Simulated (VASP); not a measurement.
Cs, 3 atoms in the cell. The cell holds a slab with vacuum, 3 atoms: a = 5.235 Å, b = 5.235 Å, c = 23.549 Å, α = 90.00°, β = 90.00°, γ = 109.47°. The slab is cut from a database's or a generator's crystal, which needn't be the stable form of the element. The cell isn't the ideal one: the (1 1 0) slab of Cs, cut from the database cell, not relaxed.

| Property | Result |
| --- | --- |
| Program | VASP 6.6.1 |
| Task | relaxation of the atoms |
| Functional | RPBE |
| Potentials or basis | VASP PAW PBE potentials, release 64 (Cs_sv) |
| Cutoff | 520 eV |
| k mesh | 6 × 6 × 1 |
| Occupations | gaussian, width 0.05 eV |
| Spin | no spin polarisation |
| Dipole correction | yes |
| Atoms held fixed (from 0) | [0] |
| Further INCAR settings | ALGO = Fast; EDIFF = 1e-06; IBRION = 2; EDIFFG = -0.005; NSW = 40 |

Potentials or basis: VASP PAW PBE potentials, release 64 (Cs_sv).

Launch:

```sh
$ cat potpaw_PBE.64/Cs_sv/POTCAR > POTCAR
$ mpirun -np 1 vasp_std > vasp.out
```

Hardware: 1 thread of AMD EPYC 9R45 96-Core Processor (Zen 5), on a shared host.

Problem. Estimate the wall time of this run.

Solution. Run time: 17 min on 1 thread of AMD EPYC 9R45 96-Core Processor (Zen 5), on a shared host, peak memory 0.67 GiB. Counts: scf iterations 184, k points 13, ion steps 14.
